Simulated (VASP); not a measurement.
# La2O3 (P-3m1) in VASP: further runs, part 2 of 2

VASP 6.6.1.

### Step 11. Equation of state, PBE, 16.03 Å³/atom (volume scaled by 0.98)

File INCAR:

```
SYSTEM = La2O3
PREC     = Accurate       ! precision mode
ENCUT    = 520            ! plane-wave cutoff, eV
EDIFF    = 1E-7           ! SCF threshold, eV
ISMEAR   = -1             ! smearing method
SIGMA    = 0.05           ! smearing width, eV
LREAL    = .False.        ! projectors in reciprocal space
LASPH    = .True.         ! aspherical terms in the spheres
NELM     = 60             ! most SCF steps
ALGO     = Normal         ! electronic algorithm
ISIF     = 2              ! what is computed and relaxed
LWAVE    = .False.        ! write WAVECAR
LCHARG   = .False.        ! write CHGCAR
GGA      = PE             ! functional
NBANDS   = 28             ! bands
```

File KPOINTS:

```
Automatic mesh
0
Gamma
  8 8 5
  0 0 0
```

File POSCAR:

```
La2O3
1.0
    3.9043960235      0.0000000000      0.0000000000
   -1.9521980118      3.3813061428      0.0000000000
    0.0000000000      0.0000000000      6.0709324617
La O
2 3
Direct
    0.3333333333      0.6666666667      0.2462356800
    0.6666666667      0.3333333333      0.7537643200
    0.0000000000      0.0000000000      0.0000000000
    0.3333333333      0.6666666667      0.6458906500
    0.6666666667      0.3333333333      0.3541093500
```

Launch:

```sh
> cat potpaw_PBE.64/La/POTCAR potpaw_PBE.64/O/POTCAR > POTCAR
> mpirun -np 1 vasp_std > vasp.out
```

It took 1.9 min on 1 thread of Intel Xeon Platinum 8488C (Sapphire Rapids), shared host; peak memory 0.24 GiB.

The run converged. Its results:

```
Free energy            : -41.7851 eV
Pressure               : 4.5 GPa
Largest force          : 0.158 eV/Å
Band gap on the k mesh : 3.91 eV, indirect (least direct gap 4.07 eV)
```

Caveat: spin-orbit coupling is left out, which moves the levels of the heavy elements; an odd mesh through Γ misses points on the zone boundary, where band edges often lie.

### Step 12. Equation of state, PBE, 16.68 Å³/atom (volume scaled by 1.02)

File INCAR:

```
SYSTEM = La2O3
ALGO     = Normal         ! electronic algorithm
EDIFF    = 1E-7           ! SCF threshold, eV
ENCUT    = 520            ! plane-wave cutoff, eV
GGA      = PE             ! functional
ISIF     = 2              ! what is computed and relaxed
ISMEAR   = -1             ! smearing method
LASPH    = .True.         ! aspherical terms in the spheres
LCHARG   = .False.        ! write CHGCAR
LREAL    = .False.        ! projectors in reciprocal space
LWAVE    = .False.        ! write WAVECAR
NBANDS   = 28             ! bands
NELM     = 80             ! most SCF steps
PREC     = Accurate       ! precision mode
SIGMA    = 0.05           ! smearing width, eV
```

File KPOINTS:

```
k-points
0
Gamma
  8 8 5
  0 0 0
```

Changes to POSCAR since step 11:

```diff
@@ -2,5 +2,5 @@
 1.0
-    3.9043960235      0.0000000000      0.0000000000
-   -1.9521980118      3.3813061428      0.0000000000
-    0.0000000000      0.0000000000      6.0709324617
+    3.9568102782      0.0000000000      0.0000000000
+   -1.9784051391      3.4266982189      0.0000000000
+    0.0000000000      0.0000000000      6.1524312130
 La O
```

Potentials or basis: VASP PAW PBE potentials, release 64 (La, O).

Launch:

```sh
> cat potpaw_PBE.64/La/POTCAR potpaw_PBE.64/O/POTCAR > POTCAR
> mpirun -np 1 vasp_std > vasp.out
```

Run time: 1.9 min. Hardware: 1 thread of Intel Xeon Platinum 8488C (Sapphire Rapids), shared host; peak memory 0.24 GiB.

It converged, with:

```
Free energy            : -41.8218 eV
Pressure               : -1.0 GPa
Largest force          : 0.142 eV/Å
Band gap on the k mesh : 3.87 eV, indirect (least direct gap 4.07 eV)
```

Caveat: spin-orbit coupling is left out, which moves the levels of the heavy elements; an odd mesh through Γ misses points on the zone boundary, where band edges often lie.

### Step 13. Equation of state, PBE, 17.01 Å³/atom (volume scaled by 1.04)

File INCAR:

```
SYSTEM = La2O3
  ALGO = Normal
  EDIFF = 1E-7
  ENCUT = 520
  GGA = PE
  ISIF = 2
  ISMEAR = -1
  LASPH = .True.
  LCHARG = .False.
  LREAL = .False.
  LWAVE = .False.
  NBANDS = 28
  NELM = 60
  PREC = Accurate
  SIGMA = 0.05
```

KPOINTS is that of step 12.

Changes to POSCAR since step 12:

```diff
@@ -2,5 +2,5 @@
 1.0
-    3.9568102782      0.0000000000      0.0000000000
-   -1.9784051391      3.4266982189      0.0000000000
-    0.0000000000      0.0000000000      6.1524312130
+    3.9825045714      0.0000000000      0.0000000000
+   -1.9912522857      3.4489501296      0.0000000000
+    0.0000000000      0.0000000000      6.1923831845
 La O
```

Launch:

```sh
> cat potpaw_PBE.64/La/POTCAR potpaw_PBE.64/O/POTCAR > POTCAR
> mpirun -np 1 vasp_std > vasp.out
```

Run time: 1.9 min. Hardware: 1 thread of Intel Xeon Platinum 8488C (Sapphire Rapids), shared host; peak memory 0.24 GiB.

Results (log left out):

```yaml
Free_energy: -41.8010 eV
Pressure: -3.3 GPa
Largest_force: 0.276 eV/Å
Band_gap_on_the_k_mesh: 3.83 eV, indirect (least direct gap 4.06 eV)
```

Caveat: spin-orbit coupling is left out, which moves the levels of the heavy elements; an odd mesh through Γ misses points on the zone boundary, where band edges often lie.

### Step 14. Equation of state, PBE, 17.34 Å³/atom (volume scaled by 1.06)

File INCAR:

```
ALGO = Normal
EDIFF = 1E-7
ENCUT = 520
GGA = PE
ISIF = 2
ISMEAR = -1
LASPH = True
LCHARG = False
LREAL = False
LWAVE = False
NBANDS = 28
NELM = 100
PREC = Accurate
SIGMA = 0.05
```

File KPOINTS:

```
k-points
0
Gamma
  8 8 5
```

Changes to POSCAR since step 13:

```diff
@@ -2,5 +2,5 @@
 1.0
-    3.9825045714      0.0000000000      0.0000000000
-   -1.9912522857      3.4489501296      0.0000000000
-    0.0000000000      0.0000000000      6.1923831845
+    4.0078715265      0.0000000000      0.0000000000
+   -2.0039357633      3.4709185571      0.0000000000
+    0.0000000000      0.0000000000      6.2318261790
 La O
```

Launch:

```sh
> cat potpaw_PBE.64/La/POTCAR potpaw_PBE.64/O/POTCAR > POTCAR
> mpirun -np 1 vasp_std > vasp.out
```

It took 1.9 min on 1 thread of Intel Xeon Platinum 8488C (Sapphire Rapids), shared host; peak memory 0.25 GiB.

The run converged. Its results:

```yaml
Free_energy: -41.7574 eV
Pressure: -5.4 GPa
Largest_force: 0.400 eV/Å
Band_gap_on_the_k_mesh: 3.80 eV, indirect (least direct gap 4.01 eV)
```

Caveat: spin-orbit coupling is left out, which moves the levels of the heavy elements; an odd mesh through Γ misses points on the zone boundary, where band edges often lie.

### Step 15. Equation of state, PBE

Potentials or basis: VASP PAW PBE potentials, release 64 (La, O).

This step only gathers the single runs of the series.

What came out:

```
Equilibrium volume                        : 16.57 Å³/atom
Bulk modulus at fixed shape and positions : 129 GPa
Pressure derivative of the bulk modulus   : 4.3
```

Energy against volume, from the lowest point:
```
volume (Å³/atom)  energy (meV/atom)
          15.375              39.57
          15.703              19.99
          16.030               7.33
          16.357               0.86
          16.684               0.00
          17.011               4.16
          17.338              12.87
```

Caveat: the cell was scaled at fixed shape and fractional positions, which overstates the stiffness of a crystal with free parameters, most of all of layers and chains. The run has no spin-orbit coupling, so splittings on La are missing.
